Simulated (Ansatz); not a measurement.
Sb:

```
Sb
1.0
     2.15420    1.24373    3.75800
    -2.15420    1.24373    3.75800
     0.00000   -2.48746    3.75800
Sb
2
Direct
  0.76651 0.76651 0.76651
  0.23349 0.23349 0.23349
```

* Program: Ansatz 0.2.0
* Task: relaxation of cell and atoms
* Functional: HSEsol
* Potentials or basis: Ansatz PAW
* Cutoff: 420 eV (not typed: the program's choice for these potentials)
* k mesh: 4 × 4 × 4
* Occupations: fermi-dirac, width 0.05 eV
* Spin: no spin polarisation

At the start: volume 30.21 Å³/atom.

**Question.** Where does the relaxation end?

**Answer.** It ends after 5 steps and the volume is 30.18 Å³/atom (-0.1 %); space group R-3m (No. 166, to 0.05 Å).

Step by step:
```tsv
step	energy change (eV)	largest force (eV/Å)	volume (Å³)
1	0.0000	0.3739	60.41
2	-0.0130	0.0169	60.27
3	-0.0131	0.0020	60.29
4	-0.0131	0.0011	60.35
5	-0.0131	0.0010	60.35
```

Final structure:
```
CELL_PARAMETERS angstrom
2.15995 1.24705 3.73445
-2.15995 1.24705 3.73445
0.00000 -2.49409 3.73445
ATOMIC_POSITIONS crystal
Sb 0.76932 0.76932 0.76932
Sb 0.23068 0.23068 0.23068
```

Caveat: the k mesh is coarse (spacing up to 0.44 Å⁻¹), so the values aren't converged, least of all with exact exchange; the plane-wave basis is chosen anew once the cell has moved, so the energies of steps on either side of that aren't comparable; the PAW data sets come from PBE, with cores solved anew for the run's functional, which leaves a small shift of forces and pressure.
